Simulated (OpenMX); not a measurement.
Cu:

```
CELL_PARAMETERS angstrom
-1.44279 1.44279 1.37608
1.44279 -1.44279 1.37608
1.44279 1.44279 -1.37608
ATOMIC_POSITIONS crystal
Cu 0.00000 0.00000 0.00000
```

This isn't the form of Cu at room conditions, which is fcc.

Base run:

```yaml
Program: OpenMX 3.8.5
Functional: PBE
Potentials_or_basis: OpenMX 2013 PBE set, Cu6.0H-s3p2d2, grid cutoff 500 Ry
k_mesh: 13 × 13 × 13
Occupations: fermi-dirac, width 0.05 eV
Spin: no spin polarisation
```

Its results: band gap on the k mesh none (metal or under the smearing width); pressure 11.4 GPa.

Q: The run is repeated on the same cell with these changes: functional from PBE to LDA; potentials or basis from OpenMX 2013 PBE set, Cu6.0H-s3p2d2, grid cutoff 500 Ry to OpenMX 2013 LDA set, Cu6.0S-s3p2d1, grid cutoff 500 Ry; valence electrons from 19 to 11. What comes out?

A: Band gap on the k mesh none (metal or under the smearing width); pressure -13.6 GPa.

Caveats: the basis of atomic orbitals isn't converged, which shifts pressures, moduli and gaps; the transition metal has a single d function, too few for pressures, volumes and moments (some runs).
